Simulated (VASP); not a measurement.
# InPd (Fm-3m) in VASP: notebook, part 2 of 2

VASP 6.6.1. Earlier steps stand in the parts before.

## (3) Band structure, PBE, spin-orbit coupling, no magnetisation

Contents of POSCAR:

```
InPd
1.0
    0.0000000000      2.7460700000      2.7460700000
    2.7460700000      0.0000000000      2.7460700000
    2.7460700000      2.7460700000      0.0000000000
In Pd
1 1
Direct
    0.0000000000      0.0000000000      0.0000000000
    0.5000000000      0.5000000000      0.5000000000
```

Contents of INCAR.step1:

```
SYSTEM = InPd
PREC = Accurate
ENCUT = 520
EDIFF = 1E-7
ISMEAR = -1
SIGMA = 0.05
LREAL = .False.
LASPH = .True.
NELM = 100
ALGO = Fast
ISIF = 2
LWAVE = .False.
LCHARG = .True.
LNONCOLLINEAR = .True.
MAGMOM = 0 0 0 0 0 0
LORBIT = 11
LSORBIT = .True.
GGA_COMPAT = .False.
LMAXMIX = 4
GGA = PE
```

Contents of KPOINTS.step1:

```
regular mesh
0
Gamma
  6 6 6
  0 0 0
```

Contents of INCAR.step2:

```
SYSTEM = InPd
PREC = Accurate
ENCUT = 520
EDIFF = 1E-7
ISMEAR = 0
SIGMA = 0.05
LREAL = .False.
LASPH = .True.
NELM = 100
ALGO = Fast
ISIF = 2
LWAVE = .False.
LCHARG = .False.
LNONCOLLINEAR = .True.
MAGMOM = 0 0 0 0 0 0
LORBIT = 11
LSORBIT = .True.
GGA_COMPAT = .False.
LMAXMIX = 4
GGA = PE
ICHARG = 11
```

Contents of KPOINTS.step2:

```
path GXWKGLUWLK,UX
20
line-mode
reciprocal
 0.0000000000  0.0000000000  0.0000000000  G
 0.5000000000  0.0000000000  0.5000000000  X

 0.5000000000  0.0000000000  0.5000000000  X
 0.5000000000  0.2500000000  0.7500000000  W

 0.5000000000  0.2500000000  0.7500000000  W
 0.3750000000  0.3750000000  0.7500000000  K

 0.3750000000  0.3750000000  0.7500000000  K
 0.0000000000  0.0000000000  0.0000000000  G

 0.0000000000  0.0000000000  0.0000000000  G
 0.5000000000  0.5000000000  0.5000000000  L

 0.5000000000  0.5000000000  0.5000000000  L
 0.6250000000  0.2500000000  0.6250000000  U

 0.6250000000  0.2500000000  0.6250000000  U
 0.5000000000  0.2500000000  0.7500000000  W

 0.5000000000  0.2500000000  0.7500000000  W
 0.5000000000  0.5000000000  0.5000000000  L

 0.5000000000  0.5000000000  0.5000000000  L
 0.3750000000  0.3750000000  0.7500000000  K

 0.6250000000  0.2500000000  0.6250000000  U
 0.5000000000  0.0000000000  0.5000000000  X
```

Potentials or basis: VASP PAW PBE potentials, release 64 (In_d, Pd).

The run is started by

```console
$ cat potpaw_PBE.64/In_d/POTCAR potpaw_PBE.64/Pd/POTCAR > POTCAR
$ cp INCAR.step1 INCAR
$ cp KPOINTS.step1 KPOINTS
$ mpirun -np 1 vasp_ncl > vasp.out
$ cp INCAR.step2 INCAR
$ cp KPOINTS.step2 KPOINTS
$ mpirun -np 1 vasp_ncl > vasp.out
```

OUTCAR:

```text
SYSTEM = InPd
   PREC = Accurate
   ENCUT = 520
   EDIFF = 1E-7
   ISMEAR = 0
   LREAL = .False.
   LASPH = .True.
   NELM = 100
   ISIF = 2
   LNONCOLLINEAR = .True.
   LORBIT = 11
   LSORBIT = .True.
   GGA = PE
   ICHARG = 11

 ion  position               nearest neighbor table
   1  0.000  0.000  0.000-   2 2.75   2 2.75   2 2.75   2 2.75   2 2.75   2 2.75
   2  0.500  0.500  0.500-   1 2.75   1 2.75   1 2.75   1 2.75   1 2.75   1 2.75

  LATTYP: Found a face centered cubic cell.
 ALAT       =     5.4921400000

  Lattice vectors:

 A1 = (   0.0000000000,   2.7460700000,   2.7460700000)
 A2 = (   2.7460700000,   0.0000000000,   2.7460700000)
 A3 = (   2.7460700000,   2.7460700000,   0.0000000000)
[... 1050 lines left out ...]
 l=   3
     0.0000000     0.0000000     0.0000000     0.0000000     0.0000000     0.0000000     0.0000000
     0.0000000     0.0000000     0.0000000     0.0000000     0.0000000     0.0000000     0.0000000
     0.0000000     0.0000000     0.0000000     0.0000000     0.0000000     0.0000000     0.0000000
     0.0000000     0.0000000     0.0000000     0.0000000     0.0000000     0.0000000     0.0000000
     0.0000000     0.0000000     0.0000000     0.0000000     0.0000000     0.0000000     0.0000000
     0.0000000     0.0000000     0.0000000     0.0000000     0.0000000     0.0000000     0.0000000
     0.0000000     0.0000000     0.0000000     0.0000000     0.0000000     0.0000000     0.0000000

 total charge

# of ion       s       p       d       tot
------------------------------------------
    1        0.877   0.711   9.873  11.461
    2        0.395   0.404   8.496   9.294
--------------------------------------------------
tot          1.272   1.115  18.368  20.755

 magnetization (x)

# of ion       s       p       d       tot
------------------------------------------
    1        0.000   0.000   0.000   0.000
    2       -0.000  -0.000  -0.000  -0.000
--------------------------------------------------
tot         -0.000   0.000  -0.000  -0.000

 magnetization (y)

# of ion       s       p       d       tot
------------------------------------------
    1        0.000   0.000   0.000   0.000
    2       -0.000  -0.000   0.000   0.000
--------------------------------------------------
tot         -0.000   0.000   0.000   0.000

 magnetization (z)

# of ion       s       p       d       tot
------------------------------------------
    1        0.000  -0.000  -0.000   0.000
    2        0.000   0.000   0.000   0.000
--------------------------------------------------
tot          0.000  -0.000  -0.000   0.000
```

OUTCAR.step1:

```text
SYSTEM = InPd
   PREC = Accurate
   ENCUT = 520
   EDIFF = 1E-7
   ISMEAR = -1
   LREAL = .False.
   LASPH = .True.
   NELM = 100
   ISIF = 2
   LNONCOLLINEAR = .True.
   LORBIT = 11
   LSORBIT = .True.
   GGA = PE

[... 825 lines left out ...]

 magnetization (y)

# of ion       s       p       d       tot
------------------------------------------
    1        0.000  -0.000  -0.000   0.000
    2        0.000  -0.000   0.000  -0.000
--------------------------------------------------
tot          0.000  -0.000  -0.000   0.000

 magnetization (z)

# of ion       s       p       d       tot
------------------------------------------
    1        0.000  -0.000   0.000  -0.000
    2        0.000  -0.000  -0.000   0.000
--------------------------------------------------
tot          0.000  -0.000  -0.000   0.000
```

OSZICAR.step1:

```text
N       E                     dE             d eps       ncg     rms          rms(c)
DAV:   1     0.221233521220E+03    0.22123E+03   -0.10887E+04   966   0.201E+03
DAV:   2     0.134345760845E+02   -0.20780E+03   -0.19653E+03   998   0.487E+02
DAV:   3    -0.766225690525E+01   -0.21097E+02   -0.20234E+02  1074   0.162E+02
DAV:   4    -0.842667658666E+01   -0.76442E+00   -0.76247E+00  1112   0.306E+01
DAV:   5    -0.847225902905E+01   -0.45582E-01   -0.45579E-01  1424   0.696E+00    0.488E+00
RMM:   6    -0.836440956050E+01    0.10785E+00   -0.22588E-01  1019   0.627E+00    0.243E+00
RMM:   7    -0.834216065398E+01    0.22249E-01   -0.52509E-02  1113   0.254E+00    0.112E+00
RMM:   8    -0.833781566151E+01    0.43450E-02   -0.15921E-02  1199   0.139E+00    0.338E-01
RMM:   9    -0.833749348997E+01    0.32217E-03   -0.41040E-03  1286   0.106E+00    0.213E-01
RMM:  10    -0.833753856595E+01   -0.45076E-04   -0.10240E-03  1552   0.405E-01    0.134E-01
RMM:  11    -0.833762528597E+01   -0.86720E-04   -0.49150E-04  1153   0.200E-01    0.119E-01
RMM:  12    -0.833756229082E+01    0.62995E-04   -0.23082E-04  1155   0.161E-01    0.137E-02
RMM:  13    -0.833756533546E+01   -0.30446E-05   -0.48635E-05  1616   0.725E-02    0.208E-02
RMM:  14    -0.833756686097E+01   -0.15255E-05   -0.14852E-05  1597   0.290E-02    0.394E-02
RMM:  15    -0.833756601093E+01    0.85004E-06   -0.30890E-06  1274   0.208E-02    0.131E-02
RMM:  16    -0.833756584036E+01    0.17057E-06   -0.10055E-06  1253   0.744E-03    0.821E-03
RMM:  17    -0.833756584289E+01   -0.25320E-08   -0.17546E-07   685   0.396E-03
   1 F= -.83375658E+01 E0= -.83299827E+01  d E =-.151662E-01  mag=     0.0000     0.0000    -0.0000
```

It took 12 min on 1 thread of Intel Xeon 6975P-C (Granite Rapids), shared host; peak memory 0.53 GiB.

Caveat: the log is that of the step along the path at fixed density, whose energy, stress, charges and moments have no meaning.

## (4) Band structure, PBE

POSCAR is that of step 3.

Contents of INCAR.step1:

```
SYSTEM = InPd
ALGO     = Fast           ! electronic algorithm
EDIFF    = 1E-7           ! SCF threshold, eV
ENCUT    = 520            ! plane-wave cutoff, eV
GGA      = PE             ! functional
ISIF     = 2              ! what is computed and relaxed
ISMEAR   = 1              ! smearing method
LASPH    = .TRUE.         ! aspherical terms in the spheres
LCHARG   = .TRUE.         ! write CHGCAR
LMAXMIX  = 4              ! l up to which the mixer works
LREAL    = Auto         
LWAVE    = .FALSE.        ! write WAVECAR
NELM     = 100            ! most SCF steps
PREC     = Accurate       ! precision mode
SIGMA    = 0.1            ! smearing width, eV
```

Contents of KPOINTS.step1:

```
k-points
0
G
  6 6 6
  0 0 0
```

Contents of INCAR.step2:

```
SYSTEM = InPd
ALGO     = Fast           ! electronic algorithm
EDIFF    = 1E-7           ! SCF threshold, eV
ENCUT    = 520            ! plane-wave cutoff, eV
GGA      = PE             ! functional
ICHARG   = 11             ! starting density
ISIF     = 2              ! what is computed and relaxed
ISMEAR   = 0              ! smearing method
LASPH    = .TRUE.         ! aspherical terms in the spheres
LCHARG   = .FALSE.        ! write CHGCAR
LMAXMIX  = 4              ! l up to which the mixer works
LREAL    = Auto         
LWAVE    = .FALSE.        ! write WAVECAR
NELM     = 100            ! most SCF steps
PREC     = Accurate       ! precision mode
SIGMA    = 0.05           ! smearing width, eV
```

Changes to KPOINTS.step2 since step 3:

```diff
@@ -1,3 +1,3 @@
 path GXWKGLUWLK,UX
-20
+10
 line-mode
```

Potentials or basis: VASP PAW PBE potentials, release 64 (In_d, Pd).

The run is started by

```console
$ cat potpaw_PBE.64/In_d/POTCAR potpaw_PBE.64/Pd/POTCAR > POTCAR
$ cp INCAR.step1 INCAR
$ cp KPOINTS.step1 KPOINTS
$ mpirun -np 1 vasp_std > vasp.out
$ cp INCAR.step2 INCAR
$ cp KPOINTS.step2 KPOINTS
$ mpirun -np 1 vasp_std > vasp.out
```

OUTCAR:

```text
SYSTEM = InPd
   EDIFF = 1E-7
   ENCUT = 520
   GGA = PE
   ICHARG = 11
   ISIF = 2
   ISMEAR = 0
   LASPH = .TRUE.
   LREAL = Auto
   NELM = 100
   PREC = Accurate

 ion  position               nearest neighbor table
   1  0.000  0.000  0.000-   2 2.75   2 2.75   2 2.75   2 2.75   2 2.75   2 2.75
   2  0.500  0.500  0.500-   1 2.75   1 2.75   1 2.75   1 2.75   1 2.75   1 2.75

  LATTYP: Found a face centered cubic cell.
 ALAT       =     5.4921400000

  Lattice vectors:

 A1 = (   0.0000000000,   2.7460700000,   2.7460700000)
 A2 = (   2.7460700000,   0.0000000000,   2.7460700000)
 A3 = (   2.7460700000,   2.7460700000,   0.0000000000)

Analysis of symmetry for initial positions (statically):
=====================================================================
 Subroutine PRICEL returns:
 Original cell was already a primitive cell.

 Routine SETGRP: Setting up the symmetry group for a
 face centered cubic supercell.

 Subroutine GETGRP returns: Found 48 space group operations
 (whereof 48 operations were pure point group operations)
 out of a pool of 48 trial point group operations.

The static configuration has the point symmetry O_h .

Analysis of symmetry for dynamics (positions and initial velocities):
=====================================================================
 Subroutine PRICEL returns:
 Original cell was already a primitive cell.

 Routine SETGRP: Setting up the symmetry group for a
 face centered cubic supercell.

 Subroutine GETGRP returns: Found 48 space group operations
 (whereof 48 operations were pure point group operations)
 out of a pool of 48 trial point group operations.

The dynamic configuration has the point symmetry O_h .

 Subroutine INISYM returns: Found 48 space group operations
 (whereof 48 operations are pure point group operations),
 and found     1 'primitive' translations

----------------------------------------------------------------------------------------

                                     Primitive cell

  volume of cell :      41.4157

[... 114 lines left out ...]
 RMM-DIIS sequential band-by-band and
 Gauss-broadening in eV      SIGMA  =   0.05
  energy-cutoff  :      520.00
  volume of cell :       41.42
 maximum number of plane-waves:      1139
 NGX is ok and might be reduce to    30

 number of electron      23.0000008 magnetization

 Free energy of the ion-electron system (eV)
  ---------------------------------------------------
  ext. energy  EPLUGINS =         0.00000000
  ---------------------------------------------------
  free energy    TOTEN  =        -6.98302345 eV

  energy without entropy =       -6.98117603  energy(sigma->0) =       -6.98209974

 E-fermi :   7.8686     XC(G=0): -11.2041

 val. band max:        7.7790725227   @ k =   0.5139   0.2500   0.7361
 cond. band min:       7.8738361279   @ k =   0.5139   0.2500   0.7361
 fundamental gap:      0.0947636052
 Fermi energy:         7.8686372712

 k-point     1 :       0.0000    0.0000    0.0000
  band No.  band energies     occupation
      1      -6.4407      2.00000
      2      -6.4407      2.00000
      3      -6.3452      2.00000
      4      -6.3452      2.00000
      5      -6.3452      2.00000
      6      -0.6242      2.00000
      7       5.3382      2.00000
      8       5.3382      2.00000
      9       5.3382      2.00000
     10       5.5769      2.00000
     11       5.5769      2.00000
     12      13.5459      0.00000
     13      13.5459      0.00000
     14      13.5459      0.00000
[... 401 lines left out ...]
      2      -6.3585      2.00000
      3      -6.3298      2.00000
      4      -6.2787      2.00000
      5      -6.2075      2.00000
      6       2.5171      2.00000
      7       4.7377      2.00000
      8       4.9213      2.00000
      9       4.9600      2.00000
     10       5.9048      2.00000
     11       7.5592      2.00000
     12       7.5710      2.00000
     13       8.2294      0.00000
     14       9.2649      0.00000
     15      16.7495      0.00000

 [... further k-points ...]

------------------------ aborting loop because EDIFF is reached ----------------------------------------

  FORCE on cell =-STRESS in cart. coord.  units (eV):
  Direction    XX          YY          ZZ          XY          YZ          ZX
  --------------------------------------------------------------------------------------
  -------------------------------------------------------------------------------------
  Total       -2.3341913     -2.3341913     -2.3341913     -0.0000000      0.0000000     -0.0000000
  in kB      -90.2988510    -90.2988510    -90.2988510     -0.0000000      0.0000000     -0.0000000
  external PRESSURE =     -90.2988510 kB  Pullay stress =       0.0000000 kB

 VOLUME and BASIS-vectors are now :
 -----------------------------------------------------------------------------
  energy-cutoff  :      520.00
  volume of cell :       41.42
      direct lattice vectors                 reciprocal lattice vectors
     0.000000000  2.746070000  2.746070000    -0.182078388  0.182078388  0.182078388
     2.746070000  0.000000000  2.746070000     0.182078388 -0.182078388  0.182078388
     2.746070000  2.746070000  0.000000000     0.182078388  0.182078388 -0.182078388

 POSITION                                       TOTAL-FORCE (eV/Angst)
 -----------------------------------------------------------------------------------
      0.00000      0.00000      0.00000         0.000000     -0.000000     -0.000000
      2.74607      2.74607      2.74607        -0.000000      0.000000      0.000000
 -----------------------------------------------------------------------------------
    total drift:                                0.000000      0.000000      0.000000

  FREE ENERGIE OF THE ION-ELECTRON SYSTEM (eV)
  ---------------------------------------------------
  free  energy   TOTEN  =        -6.9830234531 eV

  energy  without entropy=       -6.9811760301  energy(sigma->0) =       -6.98209974
```

Run time: 1.7 min. Hardware: 1 thread of Intel Xeon 6975P-C (Granite Rapids), shared host; peak memory 0.18 GiB.

Results:

* Band gap along the path: none (metal or under the smearing width)

Levels at the corners of the path, in eV from the Fermi level:
```
point  band 10  band 11  band 12  band 13  band 14  band 15
    Γ    -2.59    -2.59     5.38     5.38     5.38     8.76
    X    -2.24    -2.24    -0.04     1.46     1.46     4.62
    X    -2.24    -2.24    -0.04     1.46     1.46     4.62
    W    -2.24    -0.26    -0.26     0.10     0.15    10.25
    W    -2.24    -0.26    -0.26     0.10     0.15    10.22
    K    -2.34    -1.15    -0.85     0.04     2.94     6.24
    K    -2.34    -1.15    -0.85     0.04     2.94     6.24
    Γ    -2.59    -2.59     5.38     5.38     5.38     8.76
    Γ    -2.59    -2.59     5.38     5.38     5.38     8.76
    L    -2.45    -2.45    -1.38     7.27     7.28     7.31
    L    -2.45    -2.45    -1.38     7.27     7.27     7.31
    U    -2.34    -1.15    -0.85     0.04     2.94     6.24
    U    -2.34    -1.15    -0.85     0.04     2.94     6.24
    W    -2.24    -0.26    -0.26     0.10     0.15    10.25
    W    -2.24    -0.26    -0.26     0.10     0.15    10.21
    L    -2.45    -2.45    -1.38     7.27     7.27     7.30
    L    -2.45    -2.45    -1.38     7.27     7.27     7.31
    K    -2.34    -1.15    -0.85     0.04     2.94     6.24
    U    -2.34    -1.15    -0.85     0.04     2.94     6.24
    X    -2.24    -2.24    -0.04     1.46     1.46     4.62
```

Caveat: the log is that of the step along the path at fixed density, whose energy, stress, charges and moments have no meaning; spin-orbit coupling is left out, which moves the levels of the heavy elements.
